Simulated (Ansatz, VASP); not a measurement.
## One calculation of Bi, two programs

```
Bi
1.0
     3.41738   -3.06863    0.00000
     3.41738    3.06863    0.00000
    -1.23451    0.00000    3.04999
Bi
2
Direct
  0.75306 0.75306 0.85738
  0.24694 0.24694 0.14262
```

This isn't the form of Bi at room conditions, which is rhombohedral.

Alike in both runs: task single point; functional LDA; k mesh 6 × 6 × 9; occupations fermi-dirac, width 0.05 eV; no spin polarisation.

|  | VASP | Ansatz |
| --- | --- | --- |
| version | VASP 6.6.1 | Ansatz 0.2.0 |
| potentials or method | VASP PAW LDA potentials, release 64 (Bi_d) | Ansatz PAW |
| plane-wave cutoff (eV) | 520 | 420 |
| valence electrons in the cell | 30 | 30 |

```tsv
	VASP	Ansatz	Ansatz less VASP
gap on the k mesh at the Fermi level (eV)	none	none	-
pressure (GPa)	-0.6	-0.7	-0.08
largest component of the traceless stress (GPa)	0.73	0.73	+0.006
```

A gap of «none» marks a metal or a gap that the smearing closes.

Caveats: spin-orbit coupling is left out, which moves the levels of the heavy elements; the PAW data sets come from PBE, with cores solved anew for the run's functional, which leaves a small shift of forces and pressure (Ansatz).
